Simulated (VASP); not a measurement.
# A VASP 6.6.1 single-point calculation on CdTe

INCAR

```
SIGMA = 0.02
LASPH = .TRUE.
LREAL = .FALSE.
LWAVE = .FALSE.
EDIFF = 1E-7
IBRION = -1
ISIF = 2
NELM = 120
GGA = PE
LCHARG = .FALSE.
ALGO = All
NSW = 0
PREC = Accurate
NBANDS = 16
ENCUT = 520
ISMEAR = -1
```

KPOINTS

```
KPOINTS created by Atomic Simulation Environment
0
Gamma
6 6 6
0 0 0
```

POSCAR

```
Cd Te
 1.0000000000000000
     0.0000000000000000    3.2143560137999998    3.2143560137999998
     3.2143560137999998    0.0000000000000000    3.2143560137999998
     3.2143560137999998    3.2143560137999998    0.0000000000000000
 Cd  Te
   1   1
Cartesian
  0.0000000000000000  0.0000000000000000  0.0000000000000000
  1.6071780069000003  1.6071780069000003  1.6071780069000003
```

The recommended PBE PAW datasets give the neutral cell 18 valence electrons.

Command

```
mpirun -np 1 vasp_std
```

OSZICAR

```
N       E                     dE             d eps       ncg     rms           ort
DAV:   1     0.102947210983E+03    0.10295E+03   -0.89170E+03   256   0.103E+03
DAV:   2    -0.151633656838E+01   -0.10446E+03   -0.10006E+03   256   0.243E+02
DAV:   3    -0.493519155731E+01   -0.34189E+01   -0.34144E+01   256   0.457E+01
DAV:   4    -0.496570813295E+01   -0.30517E-01   -0.30515E-01   256   0.365E+00
DAV:   5    -0.496577351087E+01   -0.65378E-04   -0.65378E-04   256   0.164E-01
SDA:   6    -0.441843201014E+01    0.54734E+00   -0.65378E-04   256   0.133E+01   0.000E+00
CGA:   7    -0.468530901062E+01   -0.26688E+00   -0.26687E+00   256   0.123E+00   0.385E-02
CGA:   8    -0.472838995907E+01   -0.43081E-01   -0.43082E-01   256   0.155E-01   0.516E-04
CGA:   9    -0.473533617976E+01   -0.69462E-02   -0.69369E-02   256   0.197E-02   0.422E-04
CGA:  10    -0.473604886170E+01   -0.71268E-03   -0.71532E-03   256   0.312E-03  -0.215E-04
CGA:  11    -0.473613417474E+01   -0.85313E-04   -0.84982E-04   256   0.400E-04   0.133E-04
CGA:  12    -0.473614913857E+01   -0.14964E-04   -0.14898E-04   256   0.508E-05   0.629E-06
CGA:  13    -0.473615128388E+01   -0.21453E-05   -0.20523E-05   256   0.114E-05   0.694E-06
SDA:  14    -0.473615148884E+01   -0.20496E-06   -0.25789E-06   256   0.434E-06   0.677E-06
SDA:  15    -0.473615156699E+01   -0.78153E-07   -0.93492E-07   256   0.226E-06   0.284E-06
   1 F= -.47361516E+01 E0= -.47361516E+01  d E =-.173426E-10
```

From OUTCAR

```
k-points           NKPTS =     16   k-points in BZ     NKDIM =     16   number of bands    NBANDS=     16

   NELECT =      18.0000    total number of electrons

   dimension x,y,z NGX =    36 NGY =   36 NGZ =   36
   dimension x,y,z NGXF=    72 NGYF=   72 NGZF=   72

  energy-cutoff  :      520.00
  volume of cell :       66.42
      direct lattice vectors                 reciprocal lattice vectors
     0.000000000  3.214356014  3.214356014    -0.155552153  0.155552153  0.155552153
     3.214356014  0.000000000  3.214356014     0.155552153 -0.155552153  0.155552153
     3.214356014  3.214356014  0.000000000     0.155552153  0.155552153 -0.155552153

 k-points in reciprocal lattice and weights: KPOINTS created by Atomic Simulation Env
   0.00000000  0.00000000  0.00000000       0.005
   0.16666667  0.00000000  0.00000000       0.037
   0.33333333  0.00000000  0.00000000       0.037
   0.50000000  0.00000000  0.00000000       0.019
   0.16666667  0.16666667  0.00000000       0.028
   0.33333333  0.16666667  0.00000000       0.111
   0.50000000  0.16666667  0.00000000       0.111
  -0.33333333  0.16666667  0.00000000       0.111
   ...

 E-fermi :   2.9836

 k-point     1 :       0.0000    0.0000    0.0000
  band No.  band energies     occupation
      1      -8.7399      2.00000
      2      -5.8024      2.00000
      3      -5.8024      2.00000
      4      -5.8024      2.00000
      5      -5.5237      2.00000
      6      -5.5237      2.00000
      7       2.5752      2.00000
      8       2.5752      2.00000
      9       2.5752      2.00000
     10       3.4200      0.00000
     11       7.1568      0.00000
     12       7.1568      0.00000
     13       7.1568      0.00000
     14      10.0699      0.00000
     15      11.9731      0.00000
     16      11.9732      0.00000

 k-point     2 :       0.1667    0.0000    0.0000
  band No.  band energies     occupation
      1      -8.6345      2.00000
      2      -5.7824      2.00000
      3      -5.7824      2.00000
      4      -5.7167      2.00000
      5      -5.5250      2.00000
      6      -5.5250      2.00000
      7       0.8045      2.00000
      8       2.3351      2.00000
      9       2.3351      2.00000
     10       4.4935      0.00000
     11       7.3147      0.00000
     12       7.5062      0.00000
     13       7.5062      0.00000
     14      11.0474      0.00000
     15      11.0620      0.00000
     16      11.0620      0.00000

 k-point     3 :       0.3333    0.0000    0.0000
  band No.  band energies     occupation
      1      -8.4237      2.00000
      2      -5.7481      2.00000
      3      -5.7481      2.00000
      4      -5.5208      2.00000
      5      -5.5208      2.00000
      6      -5.4220      2.00000
      7      -1.1065      2.00000
      8       1.9359      2.00000
      9       1.9359      2.00000
     10       4.5325      0.00000
     11       7.7916      0.00000
     12       7.7916      0.00000
     13       8.9137      0.00000
     14      10.6570      0.00000
     15      11.4866      0.00000
     16      11.4866      0.00000

 ...

  Total        1.6335674      1.6335674      1.6335674      0.0000000      0.0000000      0.0000000
  in kB       39.4035835     39.4035835     39.4035835      0.0000000      0.0000000      0.0000000
  external PRESSURE =      39.4035835 kB  Pullay stress =       0.0000000 kB

 POSITION                                       TOTAL-FORCE (eV/Angst)
 -----------------------------------------------------------------------------------
      0.00000      0.00000      0.00000        -0.000000     -0.000000     -0.000000
      1.60718      1.60718      1.60718         0.000000      0.000000      0.000000
 -----------------------------------------------------------------------------------
    total drift:                               -0.000000     -0.000000     -0.000000

  FREE ENERGIE OF THE ION-ELECTRON SYSTEM (eV)
  ---------------------------------------------------
  free  energy   TOTEN  =        -4.7361515670 eV

  energy  without entropy=       -4.7361515670  energy(sigma->0) =       -4.73615157
```

It converged. Results: gap between bands v and c on the k mesh 0.84 eV; least direct gap on the k mesh 0.84 eV; pressure 3.9 GPa. Band v is the last that the valence electrons fill when counted band by band, and c is the next.

For comparison, a separate PBE run of the intended cell, on usual settings and not on those above, gives a gap of 0.84 eV on its mesh and a pressure of 3.9 GPa.

The run above took about 23 s on one core of a shared host (Intel Xeon Platinum 8488C) and held 0.22 GiB at most.
